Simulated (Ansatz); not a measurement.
# Nb: relaxation of cell and atoms with BLYP

Nb:

```
Nb
1.0
    -1.66395    1.66395    1.66395
     1.66395   -1.66395    1.66395
     1.66395    1.66395   -1.66395
Nb
1
Direct
  0.00000 0.00000 0.00000
```

```
Program             : Ansatz 0.2.0
Task                : relaxation of cell and atoms
Functional          : BLYP
Potentials or basis : Ansatz PAW
Cutoff              : 420 eV (not typed: the program's choice for these potentials)
k mesh              : 11 × 11 × 11
Occupations         : fermi-dirac, width 0.05 eV
Spin                : no spin polarisation
```

```json
{"Relaxed volume": "18.89 Å³/atom", "Relaxed cell": "a = 2.906 Å, b = 2.906 Å, c = 2.906 Å, α = 109.47°, β = 109.47°, γ = 109.47°", "Space group after relaxing (to 0.05 Å)": "Im-3m (No. 229)", "Energy gained by relaxing": "5.8 meV/atom", "Ionic steps": "4", "Pressure after relaxing": "0.0 GPa", "Band gap on the k mesh": "none (metal or under the smearing width)"}
```

The path:
```
step  energy change (eV)  largest force (eV/Å)  volume (Å³)
   1              0.0000                0.0000        18.43
   2             -0.0057                0.0000        18.93
   3             -0.0057                0.0000        18.89
   4             -0.0058                0.0000        18.89
```

Final structure:
```cif
data_structure
_symmetry_space_group_name_H-M 'P 1'
_symmetry_Int_Tables_number 1
_cell_length_a 2.9061
_cell_length_b 2.9061
_cell_length_c 2.9061
_cell_angle_alpha 109.471
_cell_angle_beta 109.471
_cell_angle_gamma 109.471
_cell_volume 18.89
loop_
_atom_site_label
_atom_site_type_symbol
_atom_site_fract_x
_atom_site_fract_y
_atom_site_fract_z
_atom_site_occupancy
Nb1 Nb 0.00000 0.00000 0.00000 1
```

Levels at points of the mesh, in eV from the Fermi level:
```tsv
k point	band 3	band 4	band 5	band 6	band 7	band 8	band 9	band 10
(0.00, 0.00, 0.00)	-29.85	-29.85	-5.65	0.33	0.33	0.33	3.09	3.09
```

It took 1 s on 2 threads of Intel(R) Xeon(R) 6975P-C (Granite Rapids), on a shared host, peak memory 0.34 GiB.

Caveat: the plane-wave basis is chosen anew once the cell has moved, so the energies of steps on either side of that aren't comparable; the PAW data sets come from PBE, with cores solved anew for the run's functional, which leaves a small shift of forces and pressure. Zero-point motion and thermal expansion aren't in these numbers.
